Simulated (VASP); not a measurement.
TiC, 2 atoms in the cell. Symmetry: Fm-3m, No. 225, cubic system. The conventional cell has a = 4.319 Å, b = 4.319 Å, c = 4.319 Å, α = 90.00°, β = 90.00°, γ = 90.00°. Ti (site symmetry m-3m) has 6 C at 2.16 Å as nearest neighbours. Around C (site symmetry m-3m) lie 6 Ti at 2.16 Å. 

```yaml
Program: VASP 6.6.1
Task: relaxation of cell and atoms
Functional: r2SCAN
Potentials_or_basis: VASP PAW PBE potentials, release 64 (Ti_sv, C)
Cutoff: 600 eV
k_mesh: 14 × 14 × 14
Occupations: methfessel-paxton, width 0.1 eV
Spin: no spin polarisation
Further_INCAR_settings: ALGO = Normal; EDIFF = 1e-06; IBRION = 2; EDIFFG = -0.01; NSW = 90; ISIF = 3
```

Potentials or basis: VASP PAW PBE potentials, release 64 (Ti_sv, C).

Command:

```sh
$ cat potpaw_PBE.64/Ti_sv/POTCAR potpaw_PBE.64/C/POTCAR > POTCAR
$ mpirun -np 1 vasp_std > vasp.out
```

Hardware: 1 thread of Intel(R) Xeon(R) Platinum 8488C (Sapphire Rapids), with other jobs on the host.

Question: Estimate the wall time of this run.

Answer: It took 2.6 min on 1 thread of Intel(R) Xeon(R) Platinum 8488C (Sapphire Rapids), on a shared host, peak memory 0.17 GiB. Counts: scf iterations 41, k points 104, ion steps 3.
